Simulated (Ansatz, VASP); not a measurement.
## Rh in VASP and in Ansatz

Contents of INCAR:

```
SYSTEM = Rh
PREC     = Accurate       ! precision mode
ENCUT    = 520            ! plane-wave cutoff, eV
EDIFF    = 1E-6           ! SCF threshold, eV
ISMEAR   = -1             ! smearing method
SIGMA    = 0.1            ! smearing width, eV
LREAL    = .False.        ! projectors in reciprocal space
LASPH    = .True.         ! aspherical terms in the spheres
NELM     = 80             ! most SCF steps
ALGO     = Normal         ! electronic algorithm
ISIF     = 2              ! what is computed and relaxed
LWAVE    = .False.        ! write WAVECAR
LCHARG   = .True.         ! write CHGCAR
LELF     = .True.         ! ELF
LVHAR    = .True.       
NBANDS   = 14             ! bands
```

File KPOINTS:

```
regular mesh
0
Gamma
  14 14 14
  0 0 0
```

File POSCAR:

```
Rh
1.0
    0.0000000000      1.8776226225      1.8776226225
    1.8776226225      0.0000000000      1.8776226225
    1.8776226225      1.8776226225      0.0000000000
Rh
1
Direct
    0.0000000000      0.0000000000      0.0000000000
```

Input for Ansatz:

```yaml
crystal:
  lattice:
    - [0.0, 1.8776226225, 1.8776226225]
    - [1.8776226225, 0.0, 1.8776226225]
    - [1.8776226225, 1.8776226225, 0.0]
  atoms:
    - { symbol: Rh, position: [0.0, 0.0, 0.0] }
hamiltonian:
  xc: lda
  pseudopotentials:
    kind: paw
    azcp:
      Rh: "pseudopotentials/Rh.paw.azcp"
basis:
  ecutwfc: 800
  fft_grid_basis: typed
kpoints:
  mp_grid: { grid: [14, 14, 14], shift: [0, 0, 0] }
magnetization:
  spin_polarized: false
scf:
  occupations: { method: fermi_dirac, width: 0.1 }
  lower_state_search: "off"
output:
  stress: true
```

Alike in both runs: task single point; functional LDA; k mesh 14 × 14 × 14; occupations fermi-dirac, width 0.1 eV; no spin polarisation.

```csv
,VASP,Ansatz
version,VASP 6.6.1,Ansatz 0.2.0
potentials or method,"VASP PAW LDA potentials, release 64 (Rh_pv)","plane waves (800 eV) with PAW, scalar-relativistic"
plane-wave cutoff (eV),520,800
valence electrons in the cell,15,17
```

Ansatz gave:

- pressure (GPa): 0.0

What did VASP give for the same quantities?

Pressure (GPa): 0.9.

The two sets of potentials don't hold the same shells in valence. Ansatz warned: «pseudo_functional_mismatch».
